The row at −2 % looks wrong. Pressing copper together by 2 % along a cube axis costs 0.8 meV/atom, while pulling it apart by the same amount costs 1.6 meV/atom, twice as much. At 6 % the pull costs only about 1.5 times as much as the push. The order should be the reverse: close to its minimum a smooth energy curve is nearly a parabola, so push and pull should cost almost the same at the smallest strain and drift apart as the strain grows.

Face-centred cubic copper (two-atom cell) strained along the cube axis c with a and b relaxed, computed with Ansatz 0.2.0 (PBE, plane-wave PAW, scalar-relativistic, no spin polarisation, cutoff 420 eV, k mesh 20×20×14, Gaussian smearing 0.1 eV). Changes are relative to the unstrained cell with cubic edge 3.630 Å, and b changes as a does. Energies are extrapolated to zero smearing.

| strain (%) | energy change (meV/atom) | volume change (%) | a change (%) |
| --- | --- | --- | --- |
| -6 | 8.5 | -0.68 | 2.79 |
| -4 | 3.9 | -0.56 | 1.78 |
| -2 | 0.8 | -0.30 | 0.86 |
| 2 | 1.6 | 0.49 | -0.74 |
| 4 | 5.9 | 0.97 | -1.47 |
| 6 | 12.6 | 1.59 | -2.10 |

The strain is the change of the cell edge $c$, which lies along a cube axis. The two equal edges $a$ and $b$ lie across it and are free to adjust. Two effects are superposed in the energy change. One is numerical and shows most at small strain; the other belongs to copper itself and shows most at large strain.

## A starting point beside the minimum

Picture a bowl whose marked centre lies slightly beside its lowest point. A small step from the mark towards the lowest point costs very little, and an equal step the other way costs more. Far up the walls, the misplaced mark hardly matters. In terms of energy, the misplacement adds a part proportional to the strain, whereas the bowl itself rises with the square of the strain, so halving the strain makes the misplacement relatively twice as important.

The starting cell of this series is such a misplaced mark. It holds a small stress that differs between $c$ and the two other edges, which the symmetry of a cubic crystal forbids. The stress must therefore come from the numerical settings, most probably from the k mesh, which doesn't treat the three cube axes alike. With the sides freed, it amounts to a tension of about 0.18 GPa along $c$, and it puts the computed minimum at a strain of about −0.2 %.

If this tension is taken as the same at every strain, the resulting tilt of the energy curve is the tension times the volume per atom times the strain. At 2 % it lowers the cost of the push and raises that of the pull by 0.28 meV/atom each, which makes up about 70 % of the difference between the two rows. What remains there is only about twice the jumps of 0.1 to 0.15 meV/atom that the energy makes during the relaxations at ±4 %, so it can't be read closely. Its size, 0.25 meV/atom, is about what the softening described below (0.15 meV/atom in the model) and the extrapolation to zero smearing (0.075 meV/atom) give together. The odd row at −2 % is thus mainly a matter of the reference, not of copper.

At 6 % the same tilt explains only about 40 % of the difference. Once it is taken out, the pull costs 11.8 meV/atom and the push 9.3 meV/atom, still a ratio of 1.26. These figures rest on the constant tension: splitting the tabulated differences at 2 and 6 % into a part linear and a part cubic in the strain would assign about half of the difference at 6 % to the linear part, which still leaves the pull the costlier. This remaining asymmetry needs a physical cause, and its direction is surprising. Atoms pushed together usually resist more strongly than atoms pulled apart, yet here the push is the easier of the two.

## What free sides change

Consider first a crystal whose sides are clamped. A compression of 6 % along $c$ would then take away 6 % of the volume. Some neighbour distances would shorten and none would lengthen. In that limit the everyday expectation is sound, because repulsion between the atoms grows steeply as they approach.

In the opposite limit the sides move just enough to keep the volume unchanged, and the strain alters only the shape. Copper with free sides comes close to this limit: its volume falls by 0.68 % at −6 % strain and grows by 1.59 % at +6 %. The reason is that a metal such as copper resists a change of volume more than this change of shape. Letting the sides move is therefore the cheaper way to accommodate the strain.

The neighbour distances show what this means for the atoms. Each atom starts with twelve neighbours at 2.57 Å, four in the plane across $c$ and eight in the planes above and below. At −6 % the eight come closer, to 2.53 Å, but the four move away, to 2.64 Å. A push with free sides is thus not a general crowding of atoms but an exchange, in which some neighbours approach while others leave.

## Why the push becomes easier

This exchange leads towards another crystal structure. In the two-atom cell used here, face-centred cubic copper has a ratio $c/a$ of 1.414. If $c$ shrinks and $a$ grows until the ratio is 1, the cell is a cube with an atom at its centre, which is the body-centred cubic structure. This route between the two structures is known as the Bain path, and at −6 % the crystal has moved along it to a ratio of 1.29.

Symmetry fixes the force at both ends of this path. In a body-centred cubic crystal the three cube axes are equivalent, so the stress must be the same along each of them. The sides are free and carry no stress, hence the stress along $c$ must vanish as well. The force that resists the push is therefore zero at the start, apart from the numerical leftover, and zero again at the body-centred end.

A force that starts at zero, rises and returns to zero must pass through a maximum. Before it gets there, its rise must slacken. This is why the crystal has to soften somewhere under compression, however strongly two atoms repel each other at short distance. Stretching leads away from the body-centred structure. There the force must also fall to zero in the end, when the crystal comes apart, but symmetry sets no strain at which that happens.

The computed stresses show that the softening has begun within the strains of the table. Take as stiffness the change of the axial force since zero strain, per starting area, divided by the strain. Under compression it falls steadily, from 76 GPa at −2 % to 62 GPa at −6 %. In the stretched rows it stays between 85 and 89 GPa without a steady trend. The asymmetry of the energy thus arises mainly because the push softens, not because the pull grows ever stiffer.

Energies and stresses agree on this. Adding up force times path from zero to +6 % gives 12.4 meV/atom, against 12.6 meV/atom in the table; on the compressed side the sum and the table both give 8.5 meV/atom. The small gap on the stretched side has a plain origin: the stress is the slope of the smeared free energy, which rises by 12.4 meV/atom, while the table holds energies extrapolated to zero smearing. Both quantities come from the same runs, so their agreement can't establish the cause. It does show that the unequal costs aren't an accident of single energies.

## A model with two points of zero force

The simplest force that vanishes at both structures is a straight line multiplied by a factor that falls to zero at the body-centred end. With $\varepsilon$ for the strain, negative in compression, and $F$ for the axial force per starting area,

$$F = K\,\varepsilon\left(1+\frac{\varepsilon}{\varepsilon_b}\right).$$

Here $K$ is the stiffness at small strain and $\varepsilon_b$ the amount of compression that reaches the body-centred structure. If the volume stays unchanged on the way, $c$ must shrink by the factor $2^{-1/3}$, which gives $\varepsilon_b$ = 20.6 %.

The energy per atom is the force summed along the path, times the starting volume per atom $v$:

$$E = \frac{vK}{2}\,\varepsilon^2\left(1+\frac{2\varepsilon}{3\varepsilon_b}\right).$$

Only the prefactor $vK/2$ was adjusted, by least squares to the energies of the six rows after removal of the tilt. It comes out as 0.2915 meV/atom when the strain is entered in per cent.

For the row at −6 %, which was part of the fit, the square of the strain is 36 and the parabola alone gives 0.2915 × 36 = 10.5 meV/atom. The bracket is 1 − 12/(3 × 20.6) = 0.81, so the model energy is about 8.5 meV/atom. This is 9 % below the tilt-free value of 9.3 meV/atom. The second point of zero force thus lowers the cost of the push, as it should, but by too much.

Over the six rows the model has a root-mean-square error of 0.50 meV/atom, against 0.77 meV/atom for a plain parabola, which also has one adjusted constant. Its weakness lies in the asymmetry itself, which at 6 % is 1.7 times the tilt-free difference, or about twice if the tilt makes up half of the tabulated one. Both sides contribute to the excess. The factor makes the crystal too soft at −6 %, with a stiffness of 55 GPa against the computed 62 GPa, and too stiff at +6 %, with 101 GPa against 86 GPa.

Symmetry fixes where the force vanishes, but not the shape of the curve in between or beyond. The model therefore supports the direction and the rough size of the effect. That the distant body-centred structure already governs the bend within the first 6 % is a plausible reading, not an established one. Part of the bend is expected from geometry alone: as $c$ shrinks, the bonds to the eight neighbours lie flatter and resist less along $c$.

There is a trap in comparing the model with the uncorrected table. The model energies at +6 % and −6 % have the ratio 12.53/8.46 = 1.48, the same as the ratio of the tabulated energies. The match looks like a success, but the tabulated ratio includes the numerical tilt. The model's exaggerated asymmetry merely stands in for an error of the reference.

## Why the volume follows the same pattern

The unequal volume changes follow partly from the unequal forces. With free sides the mean pressure is one third of the stress along $c$, so a push squeezes the crystal slightly and a pull expands it. At +6 % the axial stress is 1.7 times as large as at −6 %, part of which is again the leftover tension. The volume change is 2.3 times as large, so unequal stress accounts for only about half of the asymmetry.

The remainder lies beyond linear elasticity. An expanded crystal is generally easier to expand further, and a change of shape can by itself enlarge the volume slightly. Both would act in the direction seen here. At mean pressures below 2 GPa the first should alter the response by only a few per cent, so the change of shape probably supplies most of the remainder.

The sideways movement reflects the same balance. To keep the volume unchanged, the sides would have to grow by 3.1 % at −6 %, since $1/\sqrt{0.94}$ = 1.031, and they do grow by 2.79 %. At +6 % they would have to shrink by 2.9 %, since $1/\sqrt{1.06}$ = 0.971, but they shrink by only 2.10 %. The softer push leaves less pressure behind, which is one reason why the crystal stays nearer to constant volume.

## Using the numbers

For an elastic constant, push and pull should be used as a pair. At 2 % the energies of 0.8 and 1.6 meV/atom, taken singly, would give stiffnesses that differ by a factor of two. In their mean, 1.2 meV/atom, the tilt cancels because it has opposite signs in the two rows. The same holds for the pairs at 4 % and 6 % as far as the leftover tension is constant; an error that changes with strain, as the uneven stiffnesses under stretch suggest, doesn't cancel. Since these settings leave an unequal stress in a cubic cell, a stiffness for this soft change of shape should be checked on a denser k mesh.

The rows describe a perfect crystal at zero temperature that was made to keep its tetragonal symmetry, so a shear that would lower the energy further couldn't show up. Ordinary copper yields by the motion of dislocations well below 2 % strain. What carries over is a way to judge a large elastic strain: look for the more symmetric shape to which it leads. If symmetry makes the force vanish there, the crystal must soften before it arrives.
